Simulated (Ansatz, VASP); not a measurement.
**Two plane-wave programs on SnO2**

```
Sn O
1.0
     4.82997    0.00000    0.00000
     0.00000    4.83056    0.00000
     0.00000    0.00000    3.26315
Sn O
2 4
Direct
  0.50000 0.50000 0.50000
  0.00000 0.00000 0.00000
  0.30598 0.33211 0.00000
  0.80598 0.16789 0.50000
  0.19402 0.83211 0.50000
  0.69402 0.66789 0.00000
```

Alike in both runs: task single point; functional LDA; k mesh 6 × 6 × 8; occupations gaussian, width 0.05 eV; no spin polarisation.

|  | VASP | Ansatz |
| --- | --- | --- |
| version | VASP 6.6.1 | Ansatz 0.2.0 |
| potentials or method | VASP PAW LDA potentials, release 64 (Sn_d, O) | scalar-relativistic, plane waves, PAW |
| plane-wave cutoff (eV) | 520 | 520 |
| valence electrons in the cell | 52 | 52 |

Ansatz gave:

* gap on the k mesh at the Fermi level (eV): 0.72
* least direct gap on the mesh (eV): 0.72
* pressure (GPa): -8.8
* largest component of the traceless stress (GPa): 1.94
* rms of the force components (eV/Å): 0.709

Question: What did VASP give for the same quantities?

Answer: gap on the k mesh at the Fermi level (eV): 0.74; least direct gap on the mesh (eV): 0.74; pressure (GPa): -8.0; largest component of the traceless stress (GPa): 1.50; rms of the force components (eV/Å): 0.733.

Atom by atom the forces differ by 0.024 eV/Å (rms over components).

Caveats: spin-orbit coupling is left out, which moves the levels of the heavy elements; forces of over 1 eV/Å show positions far from the minimum, so gaps and moduli don't describe the material at rest.
